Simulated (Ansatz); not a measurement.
**Ir: element swaps in one structure**

One table from this session's results is given with a row withheld; the runs are named, their logs left out.

Method: DFT PBE, scalar-relativistic, plane waves, PAW, in Ansatz 0.2.0.

1 further run of the same task is left out (set aside as unsound or not needed).

**The structure to begin with**

The structure is cubic, space group Fm-3m (No. 225). The conventional cell has a = 3.871 Å, b = 3.871 Å, c = 3.871 Å, α = 90.00°, β = 90.00°, γ = 90.00°. Ir (site symmetry m-3m) is surrounded by 12 Ir at 2.74 Å.

As a file:

```xyz
1
Lattice="0.0000 1.9353 1.9353 1.9353 0.0000 1.9353 1.9353 1.9353 0.0000" Properties=species:S:1:pos:R:3 pbc="T T T"
Ir    0.0000    0.0000    0.0000
```

It goes back to an entry of the Materials Project.

This cell was relaxed beforehand with the same method: volume 14.50 Å³/atom, gap on the mesh none (metal).

The first run:

File input.yaml:

```yaml
crystal:
  lattice:
    - [0.0, 1.9818218788, 1.9818218788]
    - [1.9818218788, 0.0, 1.9818218788]
    - [1.9818218788, 1.9818218788, 0.0]
  atoms:
    - { symbol: Pb, position: [0.0, 0.0, 0.0] }
basis:
  ecutwfc: 420
kpoints:
  mp_grid: { grid: [8, 8, 8] }
hamiltonian:
  xc: pbe
scf:
  occupations: { method: gaussian, width: 0.1 }
output:
  forces: true
  stress: true
  eigenvalues: true
```

On the command line:

```sh
$ ansatz run input.yaml --threads 1 --pin off --max-ram 1331MiB --backend cpu --events-out ev --progress --plain --runs-dir out
```

Among the steps run: Quick check of gap, pressure and forces (Pb); A loose first relaxation (Pb); Full relaxation (Pb); A first look at the start (Ti); The relaxation (Ti); Probe: one point at the start (Os); A loose first relaxation (Os); The relaxation (Os).

One of the session's tables, all rows but one given; the rest of the session is left out.

It belongs to the step «The crystals compared». Lengths are those of the vectors of the cell that was run:

| swap | volume (Å³/atom) | a (Å) | b (Å) | c (Å) |
| --- | --- | --- | --- | --- |
| none | 14.50 | 2.737 | 2.737 | 2.737 |
| Ir → Pb | 32.01 | 3.564 | 3.564 | 3.564 |
| Ir → Ti | ? | ? | ? | ? |
| Ir → Os | 14.33 | 2.726 | 2.726 | 2.726 |

Estimate the missing values for Ir → Ti.

The run gave: volume (Å³/atom): 17.39; a (Å): 2.908; b (Å): 2.908; c (Å): 2.908. In the column «volume (Å³/atom)» it lies between none (14.50) and Ir → Pb (32.01).

Lengths are those of the computed cell.
